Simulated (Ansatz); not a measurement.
Runs of Ansatz 0.2.0 on Ca. It takes space group I4/mmm (No. 139, tetragonal). The conventional cell has a = 4.410 Å, b = 4.410 Å, c = 4.392 Å, α = 90.00°, β = 90.00°, γ = 90.00°. Ca (site symmetry 4/mmm) is surrounded by 8 Ca at 3.81 Å. This isn't the form of Ca at room conditions, which is fcc.

```csv
level,cell,target pressure (GPa),gap on the mesh (eV),pressure (GPa),relaxed volume (Å³/atom)
r2SCAN+D3(BJ)-ATM,relaxed,-,none,0.0,(a)
r2SCAN+D4,relaxed,-,none,0.0,42.78
r2SCAN,relaxed,-,none,0.0,43.33
r2SCAN,relaxed to 10 GPa,10,none,10.0,-
r2SCAN,relaxed,0,none,0.0,43.33
r2SCAN+rVV10,relaxed,-,none,0.0,42.78
r2SCAN+D3(BJ),relaxed,-,none,0.0,42.36
r2SCAN,relaxed to 20 GPa,20,none,20.0,-
r2SCAN,relaxed to 5 GPa,5,none,5.0,-
r2SCAN,relaxed to 2 GPa,2,none,2.0,-
r2SCAN,relaxed to 30 GPa,30,none,30.0,-
```

Alike in all rows: task relaxation of cell and atoms; potentials or basis Ansatz PAW; no spin polarisation; k mesh 9 × 9 × 9; cutoff (eV) 500; smearing fermi-dirac 0.05 eV.

Task: Estimate the missing entries.

Result: (a) 42.49.

Caveats: the plane-wave basis is chosen anew once the cell has moved, so the energies of steps on either side of that aren't comparable; the PAW data sets come from PBE, with cores solved anew for the run's functional, which leaves a small shift of forces and pressure; pairwise dispersion overbinds metals, which lowers pressure and volume (some runs); the volume moved by over 15 % at a fixed basis, so the end points are rough (some runs); the dispersion damping was fitted for another functional or another form of the correction (some runs).

A gap of «none» marks a metal or a gap under the smearing width.
